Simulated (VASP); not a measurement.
Write the native input for VASP 6.6.1 that does the following.

* Task: single point
* Functional: r2SCAN
* Potentials or basis: VASP PAW PBE potentials, release 64 (Si)
* Cutoff: 520 eV
* k mesh: 14 × 14 × 14
* Occupations: gaussian, width 0.05 eV
* Spin: no spin polarisation
* Dipole correction: no
* Further INCAR settings: ALGO = Normal; EDIFF = 1e-06

Si:

```
CELL_PARAMETERS angstrom
0.00000 2.72211 2.72211
2.72211 0.00000 2.72211
2.72211 2.72211 0.00000
ATOMIC_POSITIONS crystal
Si 0.50000 0.50000 0.50000
Si 0.75000 0.75000 0.75000
```

The input as run:

POSCAR

```
Si
1.0
    0.0000000000      2.7221128717      2.7221128717
    2.7221128717      0.0000000000      2.7221128717
    2.7221128717      2.7221128717      0.0000000000
Si
2
Direct
    0.5000000000      0.5000000000      0.5000000000
    0.7500000000      0.7500000000      0.7500000000
```

INCAR.step1

```
PREC     = Accurate       # precision mode
ENCUT    = 520            # plane-wave cutoff, eV
ISMEAR   = -5             # smearing method
SIGMA    = 0.05           # smearing width, eV
LREAL    = False          # projectors in reciprocal space
LASPH    = True           # aspherical terms in the spheres
NELM     = 100            # most SCF steps
GGA      = PE             # functional
ALGO     = Normal         # electronic algorithm
EDIFF    = 1E-4           # SCF threshold, eV
LWAVE    = True           # write WAVECAR
LCHARG   = False          # write CHGCAR
```

INCAR.step2

```
PREC     = Accurate       # precision mode
ENCUT    = 520            # plane-wave cutoff, eV
EDIFF    = 1E-6           # SCF threshold, eV
ISMEAR   = 0              # smearing method
SIGMA    = 0.05           # smearing width, eV
LREAL    = False          # projectors in reciprocal space
LASPH    = True           # aspherical terms in the spheres
NELM     = 100            # most SCF steps
ALGO     = Normal         # electronic algorithm
ISIF     = 2              # what is computed and relaxed
LWAVE    = False          # write WAVECAR
LCHARG   = False          # write CHGCAR
METAGGA  = R2SCAN         # meta-GGA
LMIXTAU  = True         
LORBIT   = 10             # projections on sites
ISTART   = 1
```

KPOINTS

```
Automatic mesh
0
Gamma
  14 14 14
```

Potentials or basis: VASP PAW PBE potentials, release 64 (Si).

The run is started by

```console
$ cat potpaw_PBE.64/Si/POTCAR > POTCAR
$ cp INCAR.step1 INCAR
$ mpirun -np 1 vasp_std > vasp.out
$ cp INCAR.step2 INCAR
$ mpirun -np 1 vasp_std > vasp.out
```

Results of the run:

```yaml
Pressure: -0.2 GPa
Band_gap_on_the_k_mesh: 0.79 eV, indirect (least direct gap 2.76 eV)
Valence_electrons_inside_the_program's_atomic_spheres: Si 1.71
```

Caveat: the PAW data sets were made with another functional, which shifts forces and pressure a little.

Wall time 110 s on 1 thread of Intel(R) Xeon(R) Platinum 8259CL CPU @ 2.50GHz (Skylake/Cascade Lake), on a shared host, peak memory 0.18 GiB.
